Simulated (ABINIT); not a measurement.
Runs of ABINIT 10.8.3 (patched build) on Sb. Symmetry: R-3m, No. 166, trigonal system. Conventional cell: a = 4.308 Å, b = 4.308 Å, c = 11.274 Å, α = 90.00°, β = 90.00°, γ = 120.00°. Around Sb (site symmetry 3m) lie 3 Sb at 2.91 Å. 

```csv
task,level,potentials or basis,k mesh,cutoff (eV),fine-grid cutoff,mesh quality,gap on the mesh (eV),pressure (GPa),largest force (eV/Å)
band structure,PBE,JTH PAW PBE v2.0 sp,8 × 8 × 8,544,1088.46 eV,not flagged,none,2.9,0.21
band structure,WC,JTH PAW PBE v2.0,8 × 8 × 8,435,870.764 eV,not flagged,none,0.1,0.12
single point,PBE,JTH PAW PBE v2.0,6 × 6 × 6,435,870.764 eV,not flagged,none,2.7,0.08
band structure,PBEsol,JTH PAW PBE v2.0 sp,8 × 8 × 8,544,1088.46 eV,not flagged,none,0.3,(b)
band structure,AM05,JTH PAW PBE v2.0,8 × 8 × 8,435,870.764 eV,not flagged,none,0.0,0.08
single point,r2SCAN,JTH PAW PBE v2.0,3 × 3 × 3,517,1034.03 eV,coarse,1.18,2.6,0.28
band structure,PBE,JTH PAW PBE v2.0,8 × 8 × 8,435,870.764 eV,not flagged,none,2.6,(a)
```

Alike in all rows: no spin polarisation; cell as given; smearing fermi-dirac 0.05 eV.

Q: Estimate the missing entries.

A: (a) 0.17; (b) 0.16.

Caveats: some runs use coarse meshes; spin-orbit coupling is left out, which moves the levels of the heavy elements (some runs); the PAW data sets were made with another functional, which shifts forces and pressure a little (some runs); this set keeps more shells in the core, which shifts pressures and gaps (some runs); an odd mesh through Γ misses points on the zone boundary, where band edges often lie (some runs).

A k mesh can miss the band edges, and the runs leave out spin-orbit coupling on Sb.

A gap of «none» marks a metal or a gap under the smearing width.

The runs don't all hold the same shells in valence.
